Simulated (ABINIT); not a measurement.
# Si2W (I4/mmm) in ABINIT: notebook

The runs below take Si2W through single point, with LDA, BLYP.

Program: ABINIT 10.8.3 (patched build). These are calculated values, not measurements. Logs are shortened: lines on timing, memory, paths and dates and some standing lists are left out, and cuts for length are marked. The log counts tension as positive stress, the text compression.

## (1) The crystal as given

It takes space group I4/mmm (No. 139, tetragonal). Conventional cell: a = 3.214 Å, b = 3.214 Å, c = 7.830 Å, α = 90.00°, β = 90.00°, γ = 90.00°. W (site symmetry 4/mmm) is surrounded by 10 Si at 2.62 Å. Si (site symmetry 4mm) is surrounded by 5 Si at 2.59 to 2.63 Å and 5 W at 2.62 Å.

## (2) Single point, LDA

run.abi reads:

```
pp_dirpath "./"
pseudos "W.upf, Si.upf"

acell 3*1.0
rprim
    -3.0366009097     3.0366009097     7.3981832916
     3.0366009097    -3.0366009097     7.3981832916
     3.0366009097     3.0366009097    -7.3981832916
ntypat 2
znucl 74 14
natom 3
typat 1 2 2
xred
     0.0000000000     0.0000000000     0.0000000000
     0.6653000000     0.6653000000     0.0000000000
     0.3347000000     0.3347000000     0.0000000000

ecut 30.0

kptopt 1
ngkpt 9 9 9
nshiftk 1
shiftk 0.0 0.0 0.0

ixc 7

nband 15
occopt 3
tsmear 0.00183747

nstep 100
tolvrs 1.0e-10

iomode 3
prtwf 0
prteig 0
prtebands 0
enunit 2
prtden 1
prtvha 1
prtvclmb 1
prtpot 1
prtelf 1
```

Potentials or basis: PseudoDojo NC SR LDA v0.4.1 standard.

Started as:

```sh
$ abinit run.abi > log 2>&1
```

run.abo:

```text
.Version 10.8.3 of ABINIT
 Symmetries : space group I4/m m m (#139); Bravais tI (body-center tetrag.)
================================================================================
 Values of the parameters that define the memory need of the present run
     intxc =       0    ionmov =       0      iscf =       7    lmnmax =       8
     lnmax =       8     mgfft =      45  mpssoang =       4    mqgrid =    3001
     natom =       3  nloc_mem =       1    nspden =       1   nspinor =       1
    nsppol =       1      nsym =      16    n1xccc =    2501    ntypat =       2
    occopt =       3   xclevel =       1
       mpw =        2169          nfft =       91125          nkpt =          75
================================================================================
================================================================================

--------------------------------------------------------------------------------
------------- Echo of variables that govern the present computation ------------
--------------------------------------------------------------------------------
 -outvars: echo values of preprocessed input variables --------
            acell      1.0000000000E+00  1.0000000000E+00  1.0000000000E+00 Bohr
              amu      1.83850000E+02  2.80855000E+01
             ecut      3.00000000E+01 Hartree
           enunit           2
                       outvar_i_n : Printing only first  50 k-points.
              ixc           7
                       outvar_i_n : Printing only first  50 k-points.
         kptrlatt        9    0    0      0    9    0      0    0    9
          kptrlen      5.46588164E+01
            natom           3
            nband          15
            ngfft          45      45      45
             nkpt          75
            nstep         100
             nsym          16
           ntypat           2
                       prtocc : prtvol=0, do not print more k-points.
           occopt           3
        prtebands           0
           prteig           0
           prtelf           1
           prtpot           1
         prtvclmb           1
           prtvha           1
            prtwf           0
            rprim     -3.0366009097E+00  3.0366009097E+00  7.3981832916E+00
                       3.0366009097E+00 -3.0366009097E+00  7.3981832916E+00
                       3.0366009097E+00  3.0366009097E+00 -7.3981832916E+00
          spgroup         139
           tolvrs      1.00000000E-10
           tsmear      1.83747000E-03 Hartree
            typat      1  2  2
                       outvars : Printing only first  50 k-points.
           xangst      0.0000000000E+00  0.0000000000E+00  0.0000000000E+00
                      -5.9880099207E-17  1.3157816673E-16  5.2092324665E+00
                       2.8863884685E-17  7.2060735279E-18  2.6206675282E+00
            xcart      0.0000000000E+00  0.0000000000E+00  0.0000000000E+00
                      -1.1315698789E-16  2.4864669927E-16  9.8440226878E+00
                       5.4544836985E-17  1.3617505411E-17  4.9523438954E+00
             xred      0.0000000000E+00  0.0000000000E+00  0.0000000000E+00
                       6.6530000000E-01  6.6530000000E-01  2.2309436670E-17
                       3.3470000000E-01  3.3470000000E-01  1.1223460775E-17
            znucl       74.00000   14.00000

================================================================================

 chkinp: Checking input parameters for consistency.

================================================================================
== DATASET  1 ==================================================================

--- !DatasetInfo
iteration_state: {dtset: 1, }
dimensions: {natom: 3, nkpt: 75, mband: 15, nsppol: 1, nspinor: 1, nspden: 1, mpw: 2169, }
cutoff_energies: {ecut:  30.0, pawecutdg:  -1.0, }
electrons: {nelect:   2.20000000E+01, charge:   0.00000000E+00, occopt:   3.00000000E+00, tsmear:   1.83747000E-03, }
meta: {optdriver: 0, ionmov: 0, optcell: 0, iscf: 7, paral_kgb: 0, }
...

 Exchange-correlation functional for the present dataset will be:
  LDA: Perdew-Wang 92 LSD fit to Ceperley-Alder data - ixc=7
  J.P.Perdew and Y.Wang, PRB 45, 13244 (1992)

 Real(R)+Recip(G) space primitive vectors, cartesian coordinates (Bohr,Bohr^-1):
 R(1)= -3.0366009  3.0366009  7.3981833  G(1)=  0.0000000  0.1646578  0.0675842
 R(2)=  3.0366009 -3.0366009  7.3981833  G(2)=  0.1646578  0.0000000  0.0675842
 R(3)=  3.0366009  3.0366009 -7.3981833  G(3)=  0.1646578  0.1646578  0.0000000
 Unit cell volume ucvol=  2.7287297E+02 bohr^3
 Angles (23,13,12)=  1.38415317E+02  1.38415317E+02  6.02675125E+01 degrees

 getcut: wavevector=  0.0000  0.0000  0.0000  ngfft=  45  45  45
[... 50 lines left out ...]
  sigma(1 1)=  2.10771807E-04  sigma(3 2)=  0.00000000E+00
  sigma(2 2)=  2.10771807E-04  sigma(3 1)=  0.00000000E+00
  sigma(3 3)=  2.30310775E-04  sigma(2 1)=  0.00000000E+00

--- !ResultsGS
iteration_state: {dtset: 1, }
comment   : Summary of ground state results
lattice_vectors:
- [ -3.0366009,   3.0366009,   7.3981833, ]
- [  3.0366009,  -3.0366009,   7.3981833, ]
- [  3.0366009,   3.0366009,  -7.3981833, ]
lattice_lengths: [   8.55424,    8.55424,    8.55424, ]
lattice_angles: [138.415, 138.415,  60.268, ] # degrees, (23, 13, 12)
lattice_volume:   2.7287297E+02
convergence: {deltae: -1.791E-12, res2:  6.903E-12, residm:  3.992E-04, diffor: null, }
etotal    :  -8.44971009E+01
entropy   :   0.00000000E+00
fermie    :   5.10534969E-01
cartesian_stress_tensor: # hartree/bohr^3
- [  2.10771807E-04,   0.00000000E+00,   0.00000000E+00, ]
- [  0.00000000E+00,   2.10771807E-04,   0.00000000E+00, ]
- [  0.00000000E+00,   0.00000000E+00,   2.30310775E-04, ]
pressure_GPa:  -6.3927E+00
xred      :
- [  0.0000E+00,   0.0000E+00,   0.0000E+00,  W]
- [  6.6530E-01,   6.6530E-01,   2.2309E-17, Si]
- [  3.3470E-01,   3.3470E-01,   1.1223E-17, Si]
cartesian_forces: # hartree/bohr
- [ -2.39772202E-19,  -9.52119122E-20,  -7.22801448E-20, ]
- [  5.04712423E-19,   2.15591844E-19,  -1.72302605E-03, ]
- [ -2.64940221E-19,  -1.20379932E-19,   1.72302605E-03, ]
force_length_stats: {min:   2.67918712E-19, max:   1.72302605E-03, mean:   1.14868403E-03, }
...

 Integrated electronic density in atomic spheres:
 ------------------------------------------------
 Atom  Sphere_radius  Integrated_density
    1        2.00000         10.27486931
    2        2.00000          1.81034600
    3        2.00000          1.81034600
================================================================================

 ----iterations are completed or convergence reached----

 Mean square residual over all n,k,spin=   23.371E-07; max=  39.924E-05
 reduced coordinates (array xred) for    3 atoms
       0.000000000000      0.000000000000      0.000000000000
       0.665300000000      0.665300000000      0.000000000000
       0.334700000000      0.334700000000      0.000000000000
 rms dE/dt=  1.0408E-02; max dE/dt=  1.2747E-02; dE/dt below (all hartree)
    1       0.000000000000      0.000000000000      0.000000000000
    2       0.012747262507      0.012747262507     -0.012747262507
    3      -0.012747262507     -0.012747262507      0.012747262507

 cartesian coordinates (angstrom) at end:
    1      0.00000000000000     0.00000000000000     0.00000000000000
    2     -0.00000000000000     0.00000000000000     5.20923246646342
    3      0.00000000000000     0.00000000000000     2.62066752822081

 cartesian forces (hartree/bohr) at end:
    1     -0.00000000000000    -0.00000000000000    -0.00000000000000
    2      0.00000000000000     0.00000000000000    -0.00172302604628
    3     -0.00000000000000    -0.00000000000000     0.00172302604628
 frms,max,avg= 8.1224227E-04 1.7230260E-03   0.000E+00  0.000E+00  0.000E+00 h/b

 cartesian forces (eV/Angstrom) at end:
    1     -0.00000000000000    -0.00000000000000    -0.00000000000000
    2      0.00000000000000     0.00000000000000    -0.08860156167514
    3     -0.00000000000000    -0.00000000000000     0.08860156167514
 frms,max,avg= 4.1767177E-02 8.8601562E-02   0.000E+00  0.000E+00  0.000E+00 e/A
 length scales=  1.000000000000  1.000000000000  1.000000000000 bohr
              =  0.529177210544  0.529177210544  0.529177210544 angstroms
 Fermi (or HOMO) energy (hartree) =   0.51053   Average Vxc (hartree)=  -0.46655
 Eigenvalues (hartree) for nkpt=  75  k points:
 kpt#   1, nband= 15, wtk=  0.00137, kpt=  0.0000  0.0000  0.0000 (reduced coord)
  -2.20053   -0.88672   -0.88548   -0.88548   -0.00165    0.26298    0.37665    0.39092
   0.40935    0.40935    0.53547    0.61302    0.62519    0.62714    0.62714
      occupation numbers for kpt#   1
   2.00000    2.00000    2.00000    2.00000    2.00000    2.00000    2.00000    2.00000
   2.00000    2.00000    0.00000    0.00000    0.00000    0.00000    0.00000
 prteigrs : prtvol=0 or 1, do not print more k-points.

 Fermi (or HOMO) energy (eV) =  13.89236   Average Vxc (eV)= -12.69544
 Eigenvalues (   eV  ) for nkpt=  75  k points:
 kpt#   1, nband= 15, wtk=  0.00137, kpt=  0.0000  0.0000  0.0000 (reduced coord)
 -59.87947  -24.12895  -24.09511  -24.09511   -0.04501    7.15617   10.24913   10.63747
  11.13894   11.13894   14.57100   16.68102   17.01241   17.06547   17.06547
 prteigrs : prtvol=0 or 1, do not print more k-points.

--- !EnergyTerms
iteration_state     : {dtset: 1, }
comment             : Components of total free energy in Hartree
kinetic             :  2.38181562082271E+01
hartree             :  1.38259554043349E+01
xc                  : -1.97660232886786E+01
Ewald energy        : -6.26385811287976E+01
psp_core            :  1.98464282355759E+00
local_psp           : -5.56508175249404E+01
non_local_psp       :  1.39296731354488E+01
internal            : -8.44969943708482E+01
'-kT*entropy'       : -1.06521456303551E-04
total_energy        : -8.44971008923045E+01
total_energy_eV     : -2.29928324904612E+03
band_energy         : -5.18492523307769E+00
...

 Cartesian components of stress tensor (hartree/bohr^3)
  sigma(1 1)=  2.10771807E-04  sigma(3 2)=  0.00000000E+00
  sigma(2 2)=  2.10771807E-04  sigma(3 1)=  0.00000000E+00
  sigma(3 3)=  2.30310775E-04  sigma(2 1)=  0.00000000E+00

-Cartesian components of stress tensor (GPa)         [Pressure= -6.3927E+00 GPa]
- sigma(1 1)=  6.20112067E+00  sigma(3 2)=  0.00000000E+00
- sigma(2 2)=  6.20112067E+00  sigma(3 1)=  0.00000000E+00
- sigma(3 3)=  6.77597693E+00  sigma(2 1)=  0.00000000E+00

== END DATASET(S) ==============================================================
================================================================================

 -outvars: echo values of variables after computation  --------
            acell      1.0000000000E+00  1.0000000000E+00  1.0000000000E+00 Bohr
           etotal     -8.4497100892E+01
            fcart     -2.3977220191E-19 -9.5211912243E-20 -7.2280144833E-20
                       5.0471242329E-19  2.1559184397E-19 -1.7230260463E-03
                      -2.6494022139E-19 -1.2037993172E-19  1.7230260463E-03
            rprim     -3.0366009097E+00  3.0366009097E+00  7.3981832916E+00
                       3.0366009097E+00 -3.0366009097E+00  7.3981832916E+00
                       3.0366009097E+00  3.0366009097E+00 -7.3981832916E+00
           strten      2.1077180737E-04  2.1077180737E-04  2.3031077451E-04
                       0.0000000000E+00  0.0000000000E+00  0.0000000000E+00
           xangst      0.0000000000E+00  0.0000000000E+00  0.0000000000E+00
                      -5.9880099207E-17  1.3157816673E-16  5.2092324665E+00
                       2.8863884685E-17  7.2060735279E-18  2.6206675282E+00
             xred      0.0000000000E+00  0.0000000000E+00  0.0000000000E+00
                       6.6530000000E-01  6.6530000000E-01  2.2309436670E-17
                       3.3470000000E-01  3.3470000000E-01  1.1223460775E-17
 Calculation completed.
```

It took 2.1 min on 1 thread of Arm Neoverse V1, shared host; peak memory 0.11 GiB.

Results:

- Free energy: -2299.2832 eV
- Pressure: -6.4 GPa
- Largest force: 0.089 eV/Å
- Band gap on the k mesh: none (metal or under the smearing width)
- Valence electrons inside the program's atomic spheres: W 10.27; Si 1.81

Forces in eV/Å, atoms in the order of the input:
```
W    0.000  0.000  0.000
Si   0.000  0.000 -0.089
Si   0.000  0.000  0.089
```

Levels at points of the mesh, in eV from the Fermi level:
| k point | band 9 | band 10 | band 11 | band 12 | band 13 | band 14 |
| --- | --- | --- | --- | --- | --- | --- |
| (0.00, 0.00, 0.00) | -2.75 | -2.75 | 0.68 | 2.79 | 3.12 | 3.17 |

## (3) Single point, BLYP (cell squeezed)

run.abi reads:

```
pp_dirpath "./"
pseudos "W.upf, Si.upf"

acell 3*1.0 Angstrom
rprim
    -1.5628529849     1.5628529849     3.8076366252
     1.5628529849    -1.5628529849     3.8076366252
     1.5628529849     1.5628529849    -3.8076366252
ntypat 2
znucl 74 14
natom 3
typat 1 2 2
xcart
     0.0000000000     0.0000000000     0.0000000000
     0.0000000000     0.0000000000     9.5741864712
     0.0000000000     0.0000000000     4.8165943363
chkprim 0
chksymtnons 0
tolsym 1.0e-6

ecut 1006.821291 eV

kptopt 1
ngkpt 9 9 9
nshiftk 1
shiftk 0.0 0.0 0.0

ixc -106131

nband 15
occopt 3
tsmear 0.05 eV

nstep 100
tolvrs 1.0e-10

iomode 3
prtwf 0
prtden 0
prteig 0
prtebands 0
enunit 1
```

Potentials or basis: PseudoDojo NC SR PBE v0.4 stringent.

Started as:

```sh
$ abinit run.abi > log 2>&1
```

Wall time 3.7 min (1 thread of Arm Neoverse N1, shared host); peak memory 0.13 GiB.

Results (log left out):

```yaml
Free_energy: -2286.2099 eV
Pressure: 37.6 GPa
Largest_force: 0.223 eV/Å
Band_gap_on_the_k_mesh: none (metal or under the smearing width)
Valence_electrons_inside_the_program's_atomic_spheres: W 10.38; Si 1.92
```

Forces on the atoms (eV/Å):
```
W    0.000  0.000  0.000
Si   0.000  0.000  0.223
Si   0.000  0.000 -0.223
```

Stress tensor (GPa, compression positive):
```
37.14  0.00  0.00
 0.00 37.14  0.00
 0.00  0.00 38.50
```

Levels at points of the mesh, in eV from the Fermi level:
| k point | band 9 | band 10 | band 11 | band 12 | band 13 | band 14 |
| --- | --- | --- | --- | --- | --- | --- |
| (0.00, 0.00, 0.00) | -2.99 | -2.99 | 0.73 | 3.10 | 3.35 | 3.46 |

Caveat: the potentials were made for another functional, which shifts forces and pressure.
